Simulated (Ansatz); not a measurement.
# Ga₂O₃: pressure against volume

Ga₂O₃, C2/m, a = 12.256 Å, b = 3.039 Å, c = 5.808 Å, β = 103.8°. Ansatz: r2SCAN, PAW, 500 eV, Γ-centred 8×8×4 mesh on 10 atoms, Gaussian smearing 0.02 eV; no spin polarisation. Shape and atoms are relaxed at each volume; pressure is positive in compression.

```
V (Å³/atom) P (GPa)
      9.559    19.31
      9.874    12.48
     10.189        ?
     10.504     0.00
     10.819    -5.07
     11.135    -9.44
     11.555   -14.29
```

Take V0 = 10.504 Å³/atom, fit the third-order Birch–Murnaghan form to the other rows, and predict the missing pressure.

With the Eulerian strain f = ½[(V0/V)^(2/3) − 1] and y = P/[3f(1 + 2f)^(5/2)], the form is the line y = B0 + 1.5 B0 (B0′ − 4) f. Rows (f, y): 0.03243, 169.6; 0.02105, 178.3; -0.00975, 182.1; -0.01907, 181.9; -0.03080, 181.3. Means f = -0.001228, y = 178.64; Σ(Δf)² = 0.002895, ΣΔfΔy = -0.4782; the slope is their ratio. y = 178.4 − 165.2 f GPa, so B0 = 178.4 GPa and B0′ = 4 + 2 × (-165.2)/(3 × 178.4) = 3.38. At V = 10.189, f = 0.01025, y = 176.71 and P = 5.72 GPa. The run gave 5.84 GPa, so the fit is 0.12 GPa too low, within the rms miss on the fitted rows (0.22 GPa).